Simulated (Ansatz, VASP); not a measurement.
Si: VASP beside Ansatz

Contents of INCAR:

```
SYSTEM = Si
ALGO     = Normal         ! electronic algorithm
EDIFF    = 1E-7           ! SCF threshold, eV
ENCUT    = 520            ! plane-wave cutoff, eV
GGA      = PS             ! functional
ISIF     = 2              ! what is computed and relaxed
ISMEAR   = 0              ! smearing method
LASPH    = .TRUE.         ! aspherical terms in the spheres
LCHARG   = .FALSE.        ! write CHGCAR
LREAL    = .FALSE.        ! projectors in reciprocal space
LWAVE    = .FALSE.        ! write WAVECAR
NBANDS   = 11             ! bands
NELM     = 100            ! most SCF steps
PREC     = Accurate       ! precision mode
SIGMA    = 0.05           ! smearing width, eV
```

KPOINTS

```
k-points
0
G
  12 12 12
  0 0 0
```

POSCAR

```
Si
1.0
    0.0000000000      2.7154700000      2.7154700000
    2.7154700000      0.0000000000      2.7154700000
    2.7154700000      2.7154700000      0.0000000000
Si
2
Direct
    0.5000000000      0.5000000000      0.5000000000
    0.7500000000      0.7500000000      0.7500000000
```

Input for Ansatz:

```yaml
crystal:
  lattice:
    - [0.0, 2.71547, 2.71547]
    - [2.71547, 0.0, 2.71547]
    - [2.71547, 2.71547, 0.0]
  atoms:
    - { symbol: Si, position: [0.5, 0.5, 0.5] }
    - { symbol: Si, position: [0.75, 0.75, 0.75] }
basis:
  ecutwfc: 420
kpoints:
  mp_grid: { grid: [12, 12, 12] }
hamiltonian:
  xc: pbesol
scf:
  occupations: { method: gaussian, width: 0.05 }
output:
  forces: true
  stress: true
  eigenvalues: true
```

Alike in both runs: task single point; functional PBEsol; k mesh 12 × 12 × 12; occupations gaussian, width 0.05 eV; no spin polarisation.

|  | VASP | Ansatz |
| --- | --- | --- |
| version | VASP 6.6.1 | Ansatz 0.2.0 |
| potentials or method | VASP PAW PBE potentials, release 64 (Si) | scalar-relativistic, plane waves, PAW |
| plane-wave cutoff (eV) | 520 | 420 |
| valence electrons in the cell | 8 | 8 |

Ansatz gave:

```
gap on the k mesh at the Fermi level (eV) : 0.46
least direct gap on the mesh (eV)         : 2.52
pressure (GPa)                            : 0.1
```

**Question.** Which values does VASP return?

**Answer.** gap on the k mesh at the Fermi level (eV): 0.46; least direct gap on the mesh (eV): 2.52; pressure (GPa): 0.2.

With one functional, cell and mesh, what is left measures potentials, basis and numerics.

Caveats: the PAW data sets were made with another functional, which shifts forces and pressure a little (VASP). A k mesh can miss the band edges. A hybrid or GW would open this gap; PBEsol tends to underestimate it.
